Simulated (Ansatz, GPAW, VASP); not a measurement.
**PbSe: 3 runs at one level of theory**

```
Pb Se
1.0
     0.00000    3.06065    3.06065
     3.06065    0.00000    3.06065
     3.06065    3.06065    0.00000
Pb Se
1 1
Direct
  0.00000 0.00000 0.00000
  0.50000 0.50000 0.50000
```

Alike in all runs: task single point; functional PBE; k mesh 8 × 8 × 8; occupations gaussian, width 0.013 eV; no spin polarisation; no spin-orbit coupling. Pressure is positive in compression and, in plane waves, holds the error of the finite cutoff.

```json
{"program and potentials": "GPAW, GPAW PAW data sets (gpaw-data 1.2.1)", "plane-wave cutoff (eV)": "600", "notes": "-", "band gap (eV)": "0.24", "pressure (GPa)": "2.22"}
{"program and potentials": "Ansatz, all-electron LAPW, scalar-relativistic", "plane-wave cutoff (eV)": "-", "notes": "-", "band gap (eV)": "0.28", "pressure (GPa)": "2.43"}
{"program and potentials": "VASP, PBE PAW files Pb_d, Se, 520 eV", "plane-wave cutoff (eV)": "520", "notes": "-", "band gap (eV)": "0.29", "pressure (GPa)": "2.42"}
```

The band gap spans 0.24 (GPAW, GPAW PAW data sets (gpaw-data 1.2.1)) to 0.29 eV (VASP, PBE PAW files Pb_d, Se, 520 eV), with all-electron results at 0.28. The pressure spans 2.22 (GPAW, GPAW PAW data sets (gpaw-data 1.2.1)) to 2.43 GPa (Ansatz, all-electron LAPW, scalar-relativistic), with all-electron results at 2.43. Spin-orbit coupling, left out here, moves the band edges of heavy atoms.

The functional is the same throughout but for its coding, so the spread measures potentials, basis and numerics; runs on potential files found faulty are left out.
